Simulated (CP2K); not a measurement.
BaTiO3:

```xyz
10
Lattice="6.1056 0.0000 0.0000 -3.2590 4.2682 0.0000 -3.4637 -1.1046 4.8481" Properties=species:S:1:pos:R:3 pbc="T T T"
Ba    2.7087    1.5770    2.4198
Ba    2.8457    4.2537    0.0007
Ti   -0.3544    0.2543    3.5841
Ti   -0.2714    2.9419    1.1675
O     1.4456    2.1316    0.0515
O     1.3469   -0.5520    2.4662
O    -0.3191    1.5646    2.4198
O    -3.6702    3.1332    4.8442
O    -1.7166   -0.5328    2.4670
O    -1.6164    2.1429    0.0081
```

Base run:

* Program: CP2K 2026.2
* Functional: PBE
* Potentials or basis: GTH_POTENTIALS Ba GTH-PBE-q10, Ti GTH-PBE-q12, O GTH-PBE-q6; DZVP-MOLOPT-SR-GTH basis
* Density cutoff: 8163 eV
* k mesh: 5 × 5 × 4
* Occupations: fermi-dirac, width 0.05 eV
* Spin: no spin polarisation
* Hubbard terms: Ti d U = 4.0 eV

Its results: band gap on the k mesh 1.22 eV; largest force 1.236 eV/Å.

Task: The run is repeated on the same cell with these changes: hubbard terms from Ti d U = 4.0 eV to none. What comes out?

Result: Band gap on the k mesh 0.86 eV; largest force 1.040 eV/Å.

The U term pushes filled and empty states of the shell apart.

Caveats: spin-orbit coupling is left out, which moves the levels of the heavy elements; an odd mesh through Γ misses points on the zone boundary, where band edges often lie; the basis of atomic orbitals isn't converged, which shifts pressures, moduli and gaps; forces of over 1 eV/Å show positions far from the minimum, so gaps and moduli don't describe the material at rest; this program's U acts on Mulliken populations of all basis functions of the shell, so it isn't the U of plane-wave codes (some runs); energies scatter by some meV and the pressure isn't listed (some runs).
